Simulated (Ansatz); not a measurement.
# GaP (SC16): the cost of one run

Computed with Ansatz 0.2.0 (DFT LDA, scalar-relativistic, plane waves, PAW, unless a step's input says otherwise).

### Step 1. Starting point

Symmetry: Pa-3, No. 205, cubic system. Conventional cell: a = 6.400 Å, b = 6.400 Å, c = 6.400 Å, α = 90.00°, β = 90.00°, γ = 90.00°. Ga (site symmetry 3) has 4 P at 2.26 to 2.30 Å as nearest neighbours. Around P (site symmetry 3) lie 4 Ga at 2.26 to 2.30 Å.

Structure file:

```xyz
16
Lattice="6.4000 0.0000 0.0000 0.0000 6.4000 0.0000 0.0000 0.0000 6.4000" Properties=species:S:1:pos:R:3 pbc="T T T"
Ga    0.9869    0.9869    0.9869
Ga    5.4131    5.4131    5.4131
Ga    2.2131    5.4131    4.1869
Ga    4.1869    0.9869    2.2131
Ga    4.1869    2.2131    5.4131
Ga    2.2131    4.1869    0.9869
Ga    5.4131    4.1869    2.2131
Ga    0.9869    2.2131    4.1869
P     4.1075    4.1075    4.1075
P     2.2925    2.2925    2.2925
P     5.4925    2.2925    0.9075
P     0.9075    4.1075    5.4925
P     0.9075    5.4925    2.2925
P     5.4925    0.9075    4.1075
P     2.2925    0.9075    5.4925
P     4.1075    5.4925    0.9075
```

### Step 2. Cell and atoms relaxed at 22 GPa

input.yaml

```yaml
crystal:
  lattice:
    - [6.4, 0.0, 0.0]
    - [0.0, 6.4, 0.0]
    - [0.0, 0.0, 6.4]
  atoms:
    - { symbol: Ga, position: [0.1542, 0.1542, 0.1542] }
    - { symbol: Ga, position: [0.8458, 0.8458, 0.8458] }
    - { symbol: Ga, position: [0.3458, 0.8458, 0.6542] }
    - { symbol: Ga, position: [0.6542, 0.1542, 0.3458] }
    - { symbol: Ga, position: [0.6542, 0.3458, 0.8458] }
    - { symbol: Ga, position: [0.3458, 0.6542, 0.1542] }
    - { symbol: Ga, position: [0.8458, 0.6542, 0.3458] }
    - { symbol: Ga, position: [0.1542, 0.3458, 0.6542] }
    - { symbol: P, position: [0.6418, 0.6418, 0.6418] }
    - { symbol: P, position: [0.3582, 0.3582, 0.3582] }
    - { symbol: P, position: [0.8582, 0.3582, 0.1418] }
    - { symbol: P, position: [0.1418, 0.6418, 0.8582] }
    - { symbol: P, position: [0.1418, 0.8582, 0.3582] }
    - { symbol: P, position: [0.8582, 0.1418, 0.6418] }
    - { symbol: P, position: [0.3582, 0.1418, 0.8582] }
    - { symbol: P, position: [0.6418, 0.8582, 0.1418] }
scf:
  occupations: { method: gaussian, width: 0.03 }
output:
  forces: true
  stress: true
  eigenvalues: true
  write_density: true
  write_potential: true
  elf: true
  volumetric_format: npy
hamiltonian:
  xc: lda
basis:
  ecutwfc: 500
kpoints:
  mp_grid: { grid: [6, 6, 6] }
relax:
  f_tol: 0.005
  max_steps: 60
  cell: { stress_tol: 0.05, p_target: 22 }
```

Launch:

```sh
ansatz run input.yaml --threads 4 --pin off --max-ram 10240MiB --backend cpu --events-out ev --progress --plain --runs-dir out
```

What time and memory should one allow on 4 threads of Intel Xeon 6975P-C (Granite Rapids), shared host?

About 34 s, with a peak of 1.3 GiB.
